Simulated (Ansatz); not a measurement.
# Two states of GdN

```
Gd N
1.0
     0.06154    2.37699    2.36085
     2.53708   -0.03983    2.46222
     2.56426    2.50555   -0.06702
Gd N
1 1
Direct
  0.00352 0.93689 0.05235
  0.41212 0.54750 0.46941
```

Single point in Ansatz 0.2.0 with PBE. Cutoff 420 eV, PAW datasets, 7×6×6 (shifted by 0.5, 0.5, 0 steps) k mesh, fermi-dirac filling (width 0.1 eV).

State A: no moments (no spin polarisation). State B: Gd1 up (collinear spin).

Question: Compare the two self-consistent states.

Answer: State B is lower by 3770.9 meV an atom at zero smearing; in free energy at this smearing B lies -3595.6 meV an atom from A.

```
state  free energy (meV/atom)  largest moment in a small sphere (μB)  net moment (μB/cell)  gap on mesh (eV)  pressure (GPa)  largest force (eV/Å)
    A                  3595.6                                   0.00                  0.00             metal             4.3                  2.25
    B                     0.0                                   6.63                  7.00              0.46            13.6                  3.02
```

Origin: a strained cell with displaced atoms, so it need not be a known compound. Caveats: an odd or shifted mesh can miss the band edges, so this level's true gap may be smaller; atoms or cell far from equilibrium; f shells without a U or exact exchange are poorly placed; open f shell without moments; odd electron count without spin polarisation, so a magnetic state may lie lower; the k mesh is coarse if the cell is a metal.
